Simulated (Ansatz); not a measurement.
**CdF2 under changes of volume**

One of the cells (13.035 Å³/atom); the others are scaled copies at fixed shape and fractional positions:

```
Cd F
1.0
     0.00000    2.69400    2.69400
     2.69400    0.00000    2.69400
     2.69400    2.69400    0.00000
Cd F
1 2
Direct
  0.00000 0.00000 0.00000
  0.75000 0.75000 0.75000
  0.25000 0.25000 0.25000
```

```yaml
Program: Ansatz 0.2.0
Functional: r2SCAN
Potentials_or_basis: Ansatz PAW
Cutoff: "500 eV (not typed: the program's choice for these potentials)"
k_mesh: 9 × 9 × 9
Occupations: fermi-dirac, width 0.05 eV
Spin: no spin polarisation
```

| volume (Å³/atom) | energy over the lowest point (meV/atom) | pressure (GPa) | gap on the mesh (eV) |
| --- | --- | --- | --- |
| 12.253 | ? | ? | ? |
| 12.513 | 8.07 | 5.1 | 3.98 |
| 12.774 | 1.98 | 2.4 | 3.90 |
| 13.035 | 0.00 | 0.0 | 3.82 |
| 13.295 | 1.74 | -2.1 | 3.75 |
| 13.556 | 6.74 | -4.0 | 3.68 |
| 13.817 | 14.66 | -5.7 | 3.61 |

Problem. What does the run at 12.253 Å³/atom give?

Solution. Energy over the lowest point 18.82 meV/atom; pressure 8.1 GPa; gap on the mesh 4.05 eV.

Worked out: A Birch-Murnaghan fit of order 3 (a polynomial in V^(-2/3)) to the other rows has its minimum at 13.04 Å³/atom with B0 = V·E''(V) = 113 GPa and B' = 4.9. It gives 18.79 meV/atom at 12.253 Å³/atom, against the run's 18.82, and -dE/dV = 8.1 GPa, against 8.1. A straight line through the other rows of the gap, of slope -3.72 eV per unit of ln V, extrapolates to 4.05 eV, against the run's 4.05.

Energies are extrapolated to zero smearing.

Caveats: odd divisions of the mesh miss points on the zone boundary, where band edges often lie, so the gap on the mesh can be too wide; the PAW data sets come from PBE, with cores solved anew for the run's functional, which leaves a small shift of forces and pressure.

A mesh can miss the band edges. Spin-orbit coupling on Cd is left out.
